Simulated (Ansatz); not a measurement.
The system is Br.

```
CELL_PARAMETERS angstrom
3.36325 -2.32255 0.00000
3.36325 2.32255 0.00000
0.00000 0.00000 8.70230
ATOMIC_POSITIONS crystal
Br 0.36510 0.63490 0.39010
Br 0.13490 0.86510 0.89010
Br 0.63490 0.36510 0.60990
Br 0.86510 0.13490 0.10990
```

Base run:

| Quantity | Value |
| --- | --- |
| Program | Ansatz 0.2.0 |
| Functional | PBE |
| Potentials or basis | Ansatz PAW |
| Cutoff | 420 eV (not typed: the program's choice for these potentials) |
| k mesh | 7 × 7 × 3 |
| Occupations | fermi-dirac, width 0.05 eV |
| Spin | no spin polarisation |

Its results: band gap on the k mesh 1.90 eV, indirect (least direct gap 1.92 eV); pressure 1.8 GPa; largest force 0.870 eV/Å.

Task: The run is repeated on the same cell with these changes: functional from PBE to PBEsol. What comes out?

Result: Band gap on the k mesh 1.84 eV, indirect (least direct gap 1.86 eV); pressure 0.1 GPa; largest force 0.722 eV/Å.

PBEsol binds more tightly than PBE, so the same cell stands under less pressure.

Caveats: the PAW data sets come from PBE, with cores solved anew for the run's functional, which leaves a small shift of forces and pressure (some runs).

A k mesh can miss the band edges.
